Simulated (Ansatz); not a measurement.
# BaO: the cost of one run

Method: DFT LDA, scalar-relativistic, plane waves, PAW, in Ansatz 0.2.0.

1 further run of the same task is left out (set aside as unsound or not needed).

**1. The starting structure**

The structure is cubic, space group Fm-3m (No. 225). The conventional cell has a = 5.500 Å, b = 5.500 Å, c = 5.500 Å, α = 90.00°, β = 90.00°, γ = 90.00°. Ba (site symmetry m-3m) has 6 O at 2.75 Å as nearest neighbours. Around O (site symmetry m-3m) lie 6 Ba at 2.75 Å.

As a file:

```
CELL_PARAMETERS angstrom
0.00000 2.75000 2.75000
2.75000 0.00000 2.75000
2.75000 2.75000 0.00000
ATOMIC_POSITIONS crystal
Ba 0.00000 0.00000 0.00000
O 0.50000 0.50000 0.50000
```

Source of the structure: the Crystallography Open Database.

(A quick probe on a coarse mesh, which set the mesh and smearing, is not shown.)

**3. Relaxing cell and atoms**

File input.yaml:

```yaml
crystal:
  lattice:
    - [0.0, 2.75, 2.75]
    - [2.75, 0.0, 2.75]
    - [2.75, 2.75, 0.0]
  atoms:
    - { symbol: Ba, position: [0.0, 0.0, 0.0] }
    - { symbol: O, position: [0.5, 0.5, 0.5] }
basis:
  ecutwfc: 420
kpoints:
  mp_grid: { grid: [8, 8, 8] }
hamiltonian:
  xc: lda
scf:
  occupations: { method: gaussian, width: 0.02 }
output:
  forces: true
  stress: true
  eigenvalues: true
relax:
  adjacent_minimum: "off"
  f_tol: 0.005
  max_steps: 80
  cell: { stress_tol: 0.05 }
```

Command:

```sh
> ansatz run input.yaml --threads 1 --pin off --max-ram 1228MiB --backend cpu --events-out ev --progress --plain --runs-dir out
```

**Question.** How long does this run take on 1 thread of an x86-64 CPU, shared host, and how much memory does it need?

About 9.3 s, with a peak of 0.43 GiB.
